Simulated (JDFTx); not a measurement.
As: equation of state with PBEsol

The system is As.

```xyz
2
Lattice="1.8808 1.0859 3.5141 -1.8808 1.0859 3.5141 0.0000 -2.1718 3.5141" Properties=species:S:1:pos:R:3 pbc="T T T"
As    0.0000    0.0000    2.3825
As    0.0000    0.0000    8.1597
```

```yaml
Program: JDFTx 1.7.0 (patched build)
Task: equation of state
Functional: PBEsol
Potentials_or_basis: PseudoDojo-SR-PBEsol-0.4.1-standard with smoothed tails
Cutoff: 1143 eV
Density_cutoff: 9143 eV
k_mesh: 9 × 9 × 9
Occupations: fermi-dirac, width 0.05 eV
Spin: no spin polarisation
```

```yaml
Equilibrium_volume: 21.63 Å³/atom
Bulk_modulus_at_fixed_shape_and_positions: 77 GPa
Pressure_derivative_of_the_bulk_modulus: 4.2
```

Energy against volume, from the lowest point:
```
volume (Å³/atom)  energy (meV/atom)
          20.239              23.78
          20.669              10.85
          21.100               3.10
          21.530               0.00
          21.961               1.10
          22.392               6.00
          22.822              14.32
```

Caveat: the cell was scaled at fixed shape and fractional positions, which overstates the stiffness of a crystal with free parameters, most of all of layers and chains.
